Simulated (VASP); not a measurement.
Write the native input for VASP 6.6.1 that does the following.

| Item | Value |
| --- | --- |
| Task | relaxation of cell and atoms |
| Functional | PBEsol |
| Potentials or basis | VASP PAW PBE potentials, release 64 (Al, Cu) |
| Cutoff | 600 eV |
| k mesh | 6 × 6 × 6 |
| Occupations | gaussian, width 0.1 eV |
| Spin | no spin polarisation |
| Further INCAR settings | ALGO = Fast; EDIFF = 1e-07; IBRION = 2; EDIFFG = -0.005; NSW = 90; ISIF = 3 |

The structure of Al2Cu lies in POSCAR:

```
Al2Cu
1.0
   -2.0303375000      2.0303375000      2.8510940000
    2.0303375000     -2.0303375000      2.8510940000
    2.0303375000      2.0303375000     -2.8510940000
Al Cu
2 1
Direct
    0.7500000000      0.2500000000      0.5000000000
    0.2500000000      0.7500000000      0.5000000000
    0.5000000000      0.5000000000      0.0000000000
```

The cell comes from a database or a generator and needn't be the stable form of this composition.

One way to write it, as run:

INCAR

```
SYSTEM = Al2Cu
PREC     = Accurate       ! precision mode
ENCUT    = 600            ! plane-wave cutoff, eV
EDIFF    = 1E-7           ! SCF threshold, eV
ISMEAR   = 0              ! smearing method
SIGMA    = 0.1            ! smearing width, eV
LREAL    = .False.        ! projectors in reciprocal space
LASPH    = .True.         ! aspherical terms in the spheres
NELM     = 80             ! most SCF steps
ALGO     = Fast           ! electronic algorithm
ISIF     = 3              ! what is computed and relaxed
LWAVE    = .False.        ! write WAVECAR
LCHARG   = .False.        ! write CHGCAR
GGA      = PS             ! functional
IBRION   = 2              ! ionic algorithm
NSW      = 90             ! ionic steps
EDIFFG   = -0.005         ! ionic threshold
```

KPOINTS

```
Automatic mesh
0
Gamma
  6 6 6
  0 0 0
```

Potentials or basis: VASP PAW PBE potentials, release 64 (Al, Cu).

Command:

```bash
$ cat potpaw_PBE.64/Al/POTCAR potpaw_PBE.64/Cu/POTCAR > POTCAR
$ mpirun -np 1 vasp_std > vasp.out
```

It gave:

| Item | Value |
| --- | --- |
| Relaxed volume | 15.67 Å³/atom |
| Relaxed cell | a = 4.046 Å, b = 4.046 Å, c = 4.046 Å, α = 119.77°, β = 119.77°, γ = 90.40° |
| Space group after relaxing (to 0.05 Å) | I4/mmm (No. 139) |
| Energy gained by relaxing | 0.0 meV/atom |
| Ionic steps | 4 |
| Pressure after relaxing | 0.0 GPa |
| Band gap on the k mesh | none (metal or under the smearing width) |

Caveat: the k mesh is coarse (spacing up to 0.36 Å⁻¹), so the values aren't converged; the PAW data sets were made with another functional, which shifts forces and pressure a little.

Wall time 21 s on 1 thread of Intel(R) Xeon(R) 6975P-C (Granite Rapids), with other jobs on the host, peak memory 0.19 GiB.
